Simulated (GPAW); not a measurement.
Nd:

```xyz
2
Lattice="3.6570 0.0000 0.0000 -1.8285 3.1671 0.0000 0.0000 0.0000 5.9020" Properties=species:S:1:pos:R:3 pbc="T T T"
Nd    1.8285    1.0557    4.4265
Nd    0.0000    2.1114    1.4755
```

This isn't the form of Nd at room conditions, which is double hcp.

| Item | Value |
| --- | --- |
| Program | GPAW 26.7.0 |
| Task | relaxation of cell and atoms |
| Functional | PBE |
| Dispersion | D3(BJ) |
| Potentials or basis | GPAW PAW data sets (gpaw-data 1.2.1) |
| Cutoff | 800 eV |
| Basis | pw |
| k mesh | 5 × 5 × 3 |
| Occupations | fermi-dirac, width 0.05 eV |
| Spin | collinear spin, ferromagnetic start |
| Starting moments | [3.0, 3.0] μB |

At the start: pressure -2.3 GPa; volume 34.18 Å³/atom.

How do energy, volume and symmetry change on relaxing?

Over 6 steps the energy falls by 40.0 meV/atom and the volume is 30.12 Å³/atom (-11.9 %); space group P6_3/mmc (No. 194, to 0.05 Å); moment 7.90 μB per cell.

Step by step:
| step | energy change (eV) | largest force (eV/Å) | pressure (GPa) | volume (Å³) |
| --- | --- | --- | --- | --- |
| 1 | 0.0000 | 0.0000 | -2.32 | 68.36 |
| 2 | -0.0113 | 0.0000 | -2.16 | 67.63 |
| 3 | -0.0785 | 0.0000 | 0.20 | 60.01 |
| 4 | -0.0777 | 0.0000 | -0.03 | 60.58 |
| 5 | -0.0778 | 0.0000 | -0.03 | 60.56 |
| 6 | -0.0800 | 0.0000 | 0.02 | 60.25 |

Final structure:
```cif
data_structure
_symmetry_space_group_name_H-M 'P 1'
_symmetry_Int_Tables_number 1
_cell_length_a 3.5189
_cell_length_b 3.5189
_cell_length_c 5.6184
_cell_angle_alpha 90.000
_cell_angle_beta 90.000
_cell_angle_gamma 120.000
_cell_volume 60.25
loop_
_atom_site_label
_atom_site_type_symbol
_atom_site_fract_x
_atom_site_fract_y
_atom_site_fract_z
_atom_site_occupancy
Nd1 Nd 0.66667 0.33333 0.75000 1
Nd2 Nd 0.33333 0.66667 0.25000 1
```

Caveat: the k mesh is coarse (spacing up to 0.40 Å⁻¹), so the values aren't converged; one-centre terms of the f shell are cut off; the magnetic or orbital state may not be the lowest; each step starts from the last one's moments, so a moment once lost doesn't come back; later steps reuse the first step's grids; the volume moved by -12 % from the deposited cell, more than functionals usually miss; pairwise dispersion overbinds metals, which lowers pressure and volume.
